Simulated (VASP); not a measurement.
SnS2 (Berndtite-2T):

```
CELL_PARAMETERS angstrom
3.66709 0.00000 0.00000
-1.83354 3.17579 0.00000
0.00000 0.00000 5.81104
ATOMIC_POSITIONS crystal
Sn 0.00000 0.00000 0.00000
S 0.33333 0.66667 0.25435
S 0.66667 0.33333 0.74565
```

Program: VASP 6.6.1. Alike in all runs: task band structure; potentials or basis VASP PAW PBE potentials, release 64 (Sn_d, S); cell as given; cutoff (eV) 520; smearing gaussian 0.03 eV. Hardware: 2 MPI ranks on Intel(R) Xeon(R) 6975P-C (Granite Rapids), on a shared host.

Order these runs on this cell by their wall time, lowest first.
A. level PBE; spin SOC, no magnetisation; k mesh 6 × 6 × 4; further INCAR settings ALGO = Fast; EDIFF = 1e-06
B. level TB-mBJ; spin SOC, no magnetisation; k mesh 6 × 6 × 4; further INCAR settings ALGO = Normal; EDIFF = 1e-06
C. level PBE; spin off; k mesh 9 × 9 × 5; further INCAR settings ALGO = Fast; EDIFF = 1e-06

C (52 s), A (260 s), B (600 s).
